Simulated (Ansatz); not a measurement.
The system is AgCl (Chlorargyrite).

```
Ag Cl
1.0
     0.00000    2.73500    2.73500
     2.73500    0.00000    2.73500
     2.73500    2.73500    0.00000
Ag Cl
1 1
Direct
  0.00000 0.00000 0.00000
  0.50000 0.50000 0.50000
```

Base run:

```yaml
Program: Ansatz 0.2.0
Functional: PBE
Potentials_or_basis: Ansatz PAW
Cutoff: 420 eV
Density_cutoff: 1680 eV
k_mesh: 8 × 8 × 8
Occupations: fermi-dirac, width 0.05 eV
Spin: no spin polarisation
```

Its results: band gap on the k mesh 0.91 eV, indirect (least direct gap 3.32 eV); pressure 3.9 GPa.

Q: The run is repeated on the same cell with these changes: functional from PBE to PBEsol. What comes out?

A: Band gap on the k mesh 0.73 eV, indirect (least direct gap 3.18 eV); pressure -0.7 GPa.

PBEsol binds more tightly than PBE, so the same cell stands under less pressure.

Caveats: the PAW data sets come from PBE, with cores solved anew for the run's functional, which leaves a small shift of forces and pressure (some runs).

Not every run made on this cell is shown here.
